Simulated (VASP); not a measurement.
## Which magnetic order does AlNi3 take?

Wanted: the lowest of several collinear orders of AlNi3. The start is a computed cell from the Materials Project.

Calculated with VASP 6.6.1; PBE, spin-polarised from a ferromagnetic start; plane waves and PAW (Ni, Al), in the first sound run; inputs show where later runs differ.

### Step 1. Starting point

Symmetry: Pm-3m, No. 221, cubic system. The conventional cell has a = 3.523 Å, b = 3.523 Å, c = 3.523 Å, α = 90.00°, β = 90.00°, γ = 90.00°. Ni has 4 Al at 2.49 Å and 8 Ni at 2.49 Å nearest. Al has 12 Ni at 2.49 Å nearest. Farther neighbours are not listed.

Structure file:

```
Ni Al
1.0
     7.04611    0.00000    0.00000
     0.00000    3.52305    0.00000
     0.00000    0.00000    3.52305
Ni Al
6 2
Cartesian
  1.7615 1.7615 0.0000
  5.2846 1.7615 0.0000
  1.7615 0.0000 1.7615
  5.2846 0.0000 1.7615
  0.0000 1.7615 1.7615
  3.5231 1.7615 1.7615
  0.0000 0.0000 0.0000
  3.5231 0.0000 0.0000
```

### Step 2. Relax in the ferromagnetic state

All later runs share one geometry, relaxed here from a start with parallel moments; where they turned over, the text says so.

Contents of INCAR:

```
SYSTEM = AlNi3
PREC = Accurate
ENCUT = 350
EDIFF = 1E-05
NELM = 120
ISMEAR = 1
SIGMA = 0.05
LREAL = .FALSE.
ALGO = Normal
GGA = PE
NBANDS = 49
ISPIN = 2
MAGMOM = 1 1 1 1 1 1 0 0
LASPH = .TRUE.
LMAXMIX = 4
LORBIT = 11
LWAVE = .FALSE.
LCHARG = .FALSE.
IBRION = 2
NSW = 30
ISIF = 3
EDIFFG = -0.02
POTIM = 0.4
```

Contents of POSCAR:

```
AlNi3
1.0
    7.0461094534      0.0000000000      0.0000000000
    0.0000000000      3.5230547267      0.0000000000
    0.0000000000      0.0000000000      3.5230547267
Ni Al
6 2
Direct
    0.2500000000      0.5000000000      0.0000000000
    0.7500000000      0.5000000000      0.0000000000
    0.2500000000      0.0000000000      0.5000000000
    0.7500000000      0.0000000000      0.5000000000
    0.0000000000      0.5000000000      0.5000000000
    0.5000000000      0.5000000000      0.5000000000
    0.0000000000      0.0000000000      0.0000000000
    0.5000000000      0.0000000000      0.0000000000
```

Contents of KPOINTS:

```
Automatic mesh
0
Gamma
3 5 5
0 0 0
```

PAW data sets: Ni and Al (PBE family, release 64).

Launch:

```console
$ mpirun -np 1 vasp_std
```

What it wrote:

```text
[banner, memory and clock lines left out]
running    1 mpi-ranks, on    1 nodes
 distrk:  each k-point on    1 cores,    1 groups
 distr:  one band on    1 cores,    1 groups

 POSCAR found type information on POSCAR NiAl
 POSCAR found :  2 types and       8 ions
 LDA part: xc-table for (Slater+PW92), standard interpolation
 POSCAR, INCAR and KPOINTS ok, starting setup
 FFT: planning ... GRIDC
 FFT: planning ... GRID_SOFT
 FFT: planning ... GRID
 WAVECAR not read
 entering main loop
       N       E                     dE             d eps       ncg     rms          rms(c)
DAV:   1     0.397988045459E+03    0.39799E+03   -0.20869E+04  2352   0.131E+03
DAV:   2    -0.183729810415E+02   -0.41636E+03   -0.38886E+03  2360   0.308E+02
DAV:   3    -0.510854111019E+02   -0.32712E+02   -0.30338E+02  2547   0.109E+02
DAV:   4    -0.517687056639E+02   -0.68329E+00   -0.68141E+00  2690   0.172E+01
DAV:   5    -0.517901894399E+02   -0.21484E-01   -0.21482E-01  3070   0.232E+00    0.288E+01
DAV:   6    -0.529616339503E+02   -0.11714E+01   -0.79972E+01  2773   0.113E+02    0.296E+01
DAV:   7    -0.437475388523E+02    0.92141E+01   -0.28407E+01  2755   0.615E+01    0.397E+00
DAV:   8    -0.437894478446E+02   -0.41909E-01   -0.64293E-01  2654   0.508E+00    0.250E+00
DAV:   9    -0.438286891002E+02   -0.39241E-01   -0.19019E-01  2909   0.121E+01    0.385E+00
DAV:  10    -0.437335336101E+02    0.95155E-01   -0.99392E-02  2906   0.959E+00    0.992E-01
DAV:  11    -0.437372200803E+02   -0.36865E-02   -0.24787E-02  2813   0.113E+00    0.716E-01
DAV:  12    -0.437413339238E+02   -0.41138E-02   -0.44414E-03  3221   0.992E-01    0.448E-01
DAV:  13    -0.437428228485E+02   -0.14889E-02   -0.25032E-03  3050   0.644E-01    0.379E-01
DAV:  14    -0.437437805065E+02   -0.95766E-03   -0.13764E-03  2875   0.705E-01    0.226E-01
DAV:  15    -0.437441789419E+02   -0.39844E-03   -0.34483E-04  3383   0.283E-01    0.130E-01
DAV:  16    -0.437443333140E+02   -0.15437E-03   -0.16162E-04  3342   0.229E-01    0.316E-02
DAV:  17    -0.437443573548E+02   -0.24041E-04   -0.57224E-05  2316   0.927E-02    0.151E-02
DAV:  18    -0.437443581779E+02   -0.82318E-06   -0.41686E-06  1227   0.247E-02
   1 F= -.43744358E+02 E0= -.43744133E+02  d E =-.437444E+02  mag=     1.4388
 curvature:   0.00 expect dE= 0.000E+00 dE for cont linesearch  0.000E+00
 trial: gam= 0.00000 g(F)=  0.616E-59 g(S)=  0.201E+00 ort = 0.000E+00 (trialstep = 0.100E+01)
 search vector abs. value=  0.201E+00
 bond charge predicted
       N       E                     dE             d eps       ncg     rms          rms(c)
DAV:   1    -0.480091908769E+02   -0.42648E+01   -0.32718E+01  2517   0.621E+01    0.194E+01
DAV:   2    -0.495070565763E+02   -0.14979E+01   -0.47400E+01  2701   0.749E+01    0.187E+01
DAV:   3    -0.438091536218E+02    0.56979E+01   -0.13455E+01  2697   0.476E+01    0.355E+00
DAV:   4    -0.438073692171E+02    0.17844E-02   -0.47175E-01  2773   0.641E+00    0.269E+00
DAV:   5    -0.438267766885E+02   -0.19407E-01   -0.12065E-01  2773   0.987E+00    0.317E+00
DAV:   6    -0.437822927489E+02    0.44484E-01   -0.54212E-02  2986   0.647E+00    0.128E+00
DAV:   7    -0.437901847423E+02   -0.78920E-02   -0.46203E-02  3069   0.231E+00    0.528E-01
DAV:   8    -0.437911537462E+02   -0.96900E-03   -0.79724E-03  2852   0.102E+00    0.399E-01
DAV:   9    -0.437931200951E+02   -0.19663E-02   -0.23445E-03  2642   0.623E-01    0.142E-01
DAV:  10    -0.437932329546E+02   -0.11286E-03   -0.52298E-04  3063   0.221E-01    0.654E-02
DAV:  11    -0.437932522987E+02   -0.19344E-04   -0.72921E-05  2587   0.796E-02    0.497E-02
DAV:  12    -0.437932705702E+02   -0.18271E-04   -0.40734E-05  2126   0.869E-02    0.126E-02
DAV:  13    -0.437932736904E+02   -0.31202E-05   -0.75877E-06  1234   0.309E-02
   2 F= -.43793274E+02 E0= -.43792887E+02  d E =-.489155E-01  mag=     1.4641
 trial-energy change:   -0.048916  1 .order   -0.053084   -0.200551    0.094384
 step:   0.6610(harm=  0.6800)  dis= 0.00000  next Energy=   -43.809435 (dE=-0.651E-01)
 bond charge predicted
       N       E                     dE             d eps       ncg     rms          rms(c)
DAV:   1    -0.442686864206E+02   -0.47542E+00   -0.35741E+00  2532   0.201E+01    0.622E+00
DAV:   2    -0.443757552074E+02   -0.10707E+00   -0.42877E+00  2684   0.258E+01    0.658E+00
DAV:   3    -0.438184487009E+02    0.55731E+00   -0.15607E+00  2690   0.150E+01    0.943E-01
DAV:   4    -0.438288658988E+02   -0.10417E-01   -0.50190E-02  3170   0.527E+00    0.165E+00
DAV:   5    -0.438108833097E+02    0.17983E-01   -0.21402E-02  2876   0.457E+00    0.481E-01
DAV:   6    -0.438096471758E+02    0.12361E-02   -0.31113E-03  3077   0.647E-01    0.188E-01
DAV:   7    -0.438094922979E+02    0.15488E-03   -0.50901E-04  2920   0.198E-01    0.586E-02
DAV:   8    -0.438094987803E+02   -0.64823E-05   -0.71855E-05  2372   0.623E-02
   3 F= -.43809499E+02 E0= -.43809156E+02  d E =-.651406E-01  mag=     1.4541
 curvature:  -0.34 expect dE=-0.277E-04 dE for cont linesearch -0.488E-05
 trial: gam=-0.00806 g(F)=  0.150E-59 g(S)=  0.819E-04 ort = 0.170E-02 (trialstep = 0.932E+00)
 search vector abs. value=  0.675E-04
 reached required accuracy - stopping structural energy minimisation
```

Elapsed: 3.7 min, on 1 MPI rank of Intel Xeon Platinum 8488C (Sapphire Rapids), shared host; peak memory 0.21 GiB.

Lines that name or quote the potential files are left out of all logs, and their timing lines are given in words.

From OUTCAR (step 2):

```text
ion  position               nearest neighbor table
   1  0.250  0.500  0.000-   3 2.49   5 2.49   6 2.49   7 2.49   8 2.49   3 2.49   5 2.49   6 2.49
                             3 2.49   7 2.49   8 2.49   3 2.49
   2  0.750  0.500  0.000-   4 2.49   5 2.49   6 2.49   7 2.49   8 2.49   4 2.49   5 2.49   6 2.49
                             4 2.49   7 2.49   8 2.49   4 2.49
   3  0.250  0.000  0.500-   1 2.49   5 2.49   6 2.49   7 2.49   8 2.49   1 2.49   7 2.49   8 2.49
                             1 2.49   5 2.49   6 2.49   1 2.49
   4  0.750  0.000  0.500-   2 2.49   5 2.49   6 2.49   7 2.49   8 2.49   2 2.49   7 2.49   8 2.49
                             2 2.49   5 2.49   6 2.49   2 2.49
   5  0.000  0.500  0.500-   1 2.49   2 2.49   3 2.49   4 2.49   7 2.49   1 2.49   2 2.49   7 2.49
                             3 2.49   4 2.49   7 2.49   7 2.49
   6  0.500  0.500  0.500-   1 2.49   2 2.49   3 2.49   4 2.49   8 2.49   1 2.49   2 2.49   8 2.49
                             3 2.49   4 2.49   8 2.49   8 2.49
   7  0.000  0.000  0.000-   1 2.49   2 2.49   3 2.49   4 2.49   5 2.49   3 2.49   4 2.49   5 2.49
                             1 2.49   2 2.49   5 2.49   5 2.49
   8  0.500  0.000  0.000-   1 2.49   2 2.49   3 2.49   4 2.49   6 2.49   3 2.49   4 2.49   6 2.49
                             1 2.49   2 2.49   6 2.49   6 2.49

  LATTYP: Found a simple tetragonal cell.
 ALAT       =     3.5230547267
 C/A-ratio  =     2.0000000000

 Subroutine GETGRP returns: Found 16 space group operations
 (whereof 16 operations were pure point group operations)

The static configuration has the point symmetry D_4h.

 Found     12 irreducible k-points:

   k-points           NKPTS =     12   k-points in BZ     NKDIM =     12   number of bands    NBANDS=     49

   dimension x,y,z NGX =    48 NGY =   24 NGZ =   24
   dimension x,y,z NGXF=    96 NGYF=   48 NGZF=   48

   ENCUT  =  350.0 eV  25.72 Ry    5.07 a.u.  10.75  5.37  5.37*2*pi/ulx,y,z

   NELECT =      66.0000    total number of electrons

 k-points in reciprocal lattice and weights: Automatic mesh
   0.00000000  0.00000000  0.00000000       0.013
   0.33333333  0.00000000  0.00000000       0.027
   0.00000000  0.20000000  0.00000000       0.053
   0.33333333  0.20000000  0.00000000       0.107
   0.00000000  0.40000000  0.00000000       0.053
   0.33333333  0.40000000  0.00000000       0.107
   0.00000000  0.20000000  0.20000000       0.053
   0.33333333  0.20000000  0.20000000       0.107
   0.00000000  0.40000000  0.20000000       0.107
   0.33333333  0.40000000  0.20000000       0.213
   0.00000000  0.40000000  0.40000000       0.053
   0.33333333  0.40000000  0.40000000       0.107

 average (electrostatic) potential at core
       1 -81.6827       2 -81.6827       3 -81.6827       4 -81.6827       5 -81.6826
       6 -81.6826       7 -70.1834       8 -70.1834

 E-fermi :   9.4683

 spin component 1
 k-point     1 :       0.0000    0.0000    0.0000
  band No.  band energies     occupation
    ...
     29       9.1750      1.00000
     30       9.3220      1.00014
     31       9.3220      1.00014
     32       9.3386      1.00075
     33       9.3397      1.00083
     34      10.3214     -0.00000
     35      10.3334     -0.00000
     36      10.3334     -0.00000
     37      14.9182      0.00000
     38      14.9182      0.00000
    ...

 k-point     2 :       0.3333    0.0000    0.0000
  band No.  band energies     occupation
    ...
     30       8.9397      1.00000
     31       9.0591      1.00000
     32       9.2621      1.00000
     33       9.3389      1.00077
     34       9.3394      1.00081
     35      11.2638      0.00000
     36      11.2638      0.00000
     37      12.9224      0.00000
     38      12.9224      0.00000
     39      15.9089      0.00000
    ...

 k-point     3 :       0.0000    0.2000    0.0000
  band No.  band energies     occupation
    ...
     30       8.8723      1.00000
     31       9.0103      1.00000
     32       9.0280      1.00000
     33       9.0369      1.00000
     34       9.3223      1.00015
     35      11.5508      0.00000
     36      11.5625      0.00000
     37      12.2920      0.00000
     38      12.5697      0.00000
     39      15.3540      0.00000
    ...

 k-point     4 :       0.3333    0.2000    0.0000
  band No.  band energies     occupation
    ...
     29       8.7861      1.00000
     30       8.9072      1.00000
     31       9.0478      1.00000
     32       9.0488      1.00000
     33       9.1600      1.00000
     34       9.6265     -0.00004
     35      10.5083      0.00000
     36      11.0523      0.00000
     37      12.1733      0.00000
     38      13.6001      0.00000
    ...

 k-point     5 :       0.0000    0.4000    0.0000
  band No.  band energies     occupation
    ...
     30       8.5253      1.00000
     31       8.5328      1.00000
     32       8.8866      1.00000
     33       8.9285      1.00000
     34       9.3230      1.00016
     35      10.4800      0.00000
     36      10.4873      0.00000
     37      13.6901      0.00000
     38      13.7011      0.00000
     39      15.8939      0.00000
    ...

 k-point     6 :       0.3333    0.4000    0.0000
  band No.  band energies     occupation
    ...
     30       8.7143      1.00000
     31       8.7577      1.00000
     32       8.8311      1.00000
     33       8.9958      1.00000
     34       9.1022      1.00000
     35      10.4192     -0.00000
     36      11.7382      0.00000
     37      11.9503      0.00000
     38      14.0078      0.00000
     39      14.1361      0.00000
    ...

  Total        0.1276170     -0.0185458     -0.0185458     -0.0000000      0.0000000      0.0000000
  in kB        2.2566266     -0.3279420     -0.3279420     -0.0000000      0.0000000      0.0000000
  external PRESSURE =       0.5335809 kB  Pullay stress =       0.0000000 kB

  energy-cutoff  :      350.00
  volume of cell :       90.61
      direct lattice vectors                 reciprocal lattice vectors
     7.132081621  0.000000000  0.000000000     0.140211519  0.000000000  0.000000000
     0.000000000  3.564278344  0.000000000     0.000000000  0.280561702  0.000000000
     0.000000000  0.000000000  3.564278344    -0.000000000  0.000000000  0.280561702

 POSITION                                       TOTAL-FORCE (eV/Angst)
 -----------------------------------------------------------------------------------
      1.78302      1.78214      0.00000         0.000000     -0.000000     -0.000000
      5.34906      1.78214      0.00000        -0.000000     -0.000000     -0.000000
      1.78302      0.00000      1.78214         0.000000     -0.000000     -0.000000
      5.34906      0.00000      1.78214        -0.000000     -0.000000     -0.000000
      0.00000      1.78214      1.78214         0.000000     -0.000000     -0.000000
      3.56604      1.78214      1.78214         0.000000      0.000000      0.000000
      0.00000      0.00000      0.00000         0.000000     -0.000000     -0.000000
      3.56604      0.00000      0.00000         0.000000      0.000000      0.000000
 -----------------------------------------------------------------------------------
    total drift:                                0.000000     -0.000000     -0.000000

  FREE ENERGIE OF THE ION-ELECTRON SYSTEM (eV)
  ---------------------------------------------------
  free  energy   TOTEN  =       -43.8094987803 eV

  energy  without entropy=      -43.8084696025  energy(sigma->0) =      -43.80915572

 reached required accuracy - stopping structural energy minimisation

 total charge
# of ion       s       p       d       tot
------------------------------------------
    1        0.492   0.517   8.362   9.371
    2        0.492   0.517   8.362   9.371
    3        0.492   0.517   8.362   9.371
    4        0.492   0.517   8.362   9.371
    5        0.493   0.516   8.363   9.371
    6        0.493   0.516   8.363   9.371
    7        0.408   0.392   0.000   0.800
    8        0.408   0.392   0.000   0.800
--------------------------------------------------
tot          3.771   3.882  50.176  57.828

 magnetization (x)
# of ion       s       p       d       tot
------------------------------------------
    1       -0.004  -0.013   0.276   0.259
    2       -0.004  -0.013   0.276   0.259
    3       -0.004  -0.013   0.276   0.259
    4       -0.004  -0.013   0.276   0.259
    5       -0.004  -0.013   0.291   0.274
    6       -0.004  -0.013   0.291   0.274
    7       -0.002  -0.009   0.000  -0.011
    8       -0.002  -0.009   0.000  -0.011
--------------------------------------------------
tot         -0.026  -0.099   1.688   1.563

[... 6 further parts left out ...]
```

The magnetic state follows from one typed start and may not be the lowest. The k-mesh is coarse for a metal. The run keeps the 16 symmetry operations of its start, so it cannot find a distortion of lower symmetry.

The steps of the relaxation:

| step | energy less that of the first step (eV) | largest force (eV/Å) | pressure (GPa) | volume (Å³) |
| --- | --- | --- | --- | --- |
| 1 | 0.0000 | 0.0000 | 6.82 | 87.46 |
| 2 | -0.0489 | 0.0000 | -3.05 | 92.25 |
| 3 | -0.0651 | 0.0000 | 0.05 | 90.61 |

| cell as run | before | after | change |
| --- | --- | --- | --- |
| a (Å) | 7.046 | 7.132 | +1.2 % |
| b (Å) | 3.523 | 3.564 | +1.2 % |
| c (Å) | 3.523 | 3.564 | +1.2 % |
| volume (Å³/atom) | 10.93 | 11.33 | +3.6 % |

The relaxed structure:

```xyz
8
Lattice="7.1321 0.0000 0.0000 0.0000 3.5643 0.0000 0.0000 0.0000 3.5643" Properties=species:S:1:pos:R:3 pbc="T T T"
Ni    1.7830    1.7821    0.0000
Ni    5.3491    1.7821    0.0000
Ni    1.7830    0.0000    1.7821
Ni    5.3491    0.0000    1.7821
Ni    0.0000    1.7821    1.7821
Ni    3.5660    1.7821    1.7821
Al    0.0000    0.0000    0.0000
Al    3.5660    0.0000    0.0000
```

Numbers from this step:

```
electronic cycles                                 : 39
electrons                                         : 66
free energy (TOTEN)                               : -43.81 eV
energy at zero smearing                           : -43.81 eV
Fermi energy                                      : 9.468 eV
moment of the cell, from the last line of the log : 1.454 μB
labelled metallic, from the levels on this mesh   : yes
```

Spin moment in the PAW sphere by atom:

| atom | spin moment in the PAW sphere (μB) |
| --- | --- |
| Ni1 | 0.259 |
| Ni2 | 0.259 |
| Ni3 | 0.259 |
| Ni4 | 0.259 |
| Ni5 | 0.274 |
| Ni6 | 0.274 |
| Al7 | -0.011 |
| Al8 | -0.011 |

The run ended after 3 ionic steps, 0.065 eV below its first step, once forces and stress met EDIFFG = -0.02.

[end of part 1 of 3]

[Lines on the potential files, build, host, timing and source positions are cut from VASP's logs without a mark.]

[Logs are printed without paths, hosts, clocks, repeated set-up lines and the standing remarks that a program may print on its own settings, such as how far it seeks lower states.]

[Hosts, paths, dates, database ids (printed as entryN), source tags and the programs' standing remarks are cut or masked in the printed files.]

[In band tables of VASP the shares of atoms and orbitals are scaled to a sum of 1 inside the atoms' spheres.]

[Runs that stopped without an error message from VASP are left out.]
